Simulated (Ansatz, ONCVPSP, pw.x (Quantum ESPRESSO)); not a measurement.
**pw.x on bcc Te: one setting changed**

Potential: optimised norm-conserving Vanderbilt (ONCV), ONCVPSP 4.0.1.1 (patched build), PBE; core [Ar] 3d10, reference 4s2 4p6 4d10 5s2 5p4; waves: 4s+5s: rc 1.40 bohr, ncon 3, nbas 6, qcut 8.5 1/bohr, 2 projectors; 4p+5p: rc 1.10 bohr, ncon 4, nbas 7, qcut 12.5 1/bohr, 2 projectors; 4d: rc 1.25 bohr, ncon 5, nbas 9, qcut 12.3 1/bohr, 2 projectors, debl 2 Ha; local part: polynomial inside 0.90 bohr (lpopt 5, dvloc0 0 Ha); core correction: none.

The reference run (k-mesh 12³, cutoffs 155/620 Ry, Fermi–Dirac 0.01 Ry, mixing_beta 0.4, conv_thr 1e-9, no spin) gives 0.37 GPa at 28.371 Å³/atom, where all-electron LAPW gives 0.14 GPa. This run, with its own iteration cap, changes k-mesh shift to 1.

```
&control
  calculation='scf', prefix='x', pseudo_dir='./', outdir='./tmp', tstress=.true., disk_io='none'
/
&system
  ibrav=0, nat=1, ntyp=1, ecutwfc=155, ecutrho=620, nbnd=21,
  occupations='smearing', smearing='fd', degauss=0.01
/
&electrons
  conv_thr=1e-09, mixing_beta=0.4, electron_maxstep=50
/
ATOMIC_SPECIES
Te 1.0 Te.UPF
CELL_PARAMETERS angstrom
  -1.92134292 1.92134292 1.92134292
  1.92134292 -1.92134292 1.92134292
  1.92134292 1.92134292 -1.92134292
ATOMIC_POSITIONS crystal
Te 0.0000 0.0000 0.0000
K_POINTS automatic
12 12 12 1 1 1
```

```bash
pw.x < Te.scf.in > Te.scf.out
```

Question: How does the run end?

Answer: It converges in 8 iterations; the free energy moves by +2.6 meV/atom and the pressure by +0.44 GPa.

```
Message from routine setup:
     using ibrav=0 with symmetry is DISCOURAGED, use correct ibrav instead
     lattice parameter (alat)  =       6.2888  a.u.
     unit-cell volume          =     191.4570 (a.u.)^3
     number of electrons       =        24.00
     number of Kohn-Sham states=           21
     kinetic-energy cutoff     =     155.0000  Ry
     charge density cutoff     =     620.0000  Ry
     scf convergence threshold =      1.0E-09
     Exchange-correlation= PBE
     number of k points=    68  Fermi-Dirac smearing, width (Ry)=  0.0100
     iteration #  1     ecut=   155.00 Ry     beta= 0.40
     total energy              =    -536.53324943 Ry
     estimated scf accuracy    <       0.00167600 Ry
     iteration #  2     ecut=   155.00 Ry     beta= 0.40
     total energy              =    -536.53333363 Ry
     estimated scf accuracy    <       0.00044801 Ry
     iteration #  3     ecut=   155.00 Ry     beta= 0.40
     total energy              =    -536.53336660 Ry
     estimated scf accuracy    <       0.00002524 Ry
     [... 2 iterations left out ...]
     iteration #  6     ecut=   155.00 Ry     beta= 0.40
     total energy              =    -536.53336908 Ry
     estimated scf accuracy    <          2.8E-09 Ry
     iteration #  7     ecut=   155.00 Ry     beta= 0.40
     total energy              =    -536.53336908 Ry
     estimated scf accuracy    <          1.6E-09 Ry
     iteration #  8     ecut=   155.00 Ry     beta= 0.40
     the Fermi energy is    13.0351 ev
!    total energy              =    -536.53336908 Ry
     estimated scf accuracy    <          2.3E-10 Ry
     smearing contrib. (-TS)   =      -0.00386637 Ry
     The total energy is F=E-TS. E is the sum of the following terms:
     one-electron contribution =    -388.41269631 Ry
     hartree contribution      =     181.54095692 Ry
     xc contribution           =     -40.98975756 Ry
     ewald contribution        =    -288.66800577 Ry
     convergence has been achieved in   8 iterations
          total   stress  (Ry/bohr**3)                   (kbar)     P=        8.17
     Message from routine punch:
     Nothing written, as per user request (disk_io='none')
```

The run took about 53 s on one core of a shared host (AMD EPYC 9R45 96-Core Processor, 96 threads, 376 GiB, load 69).
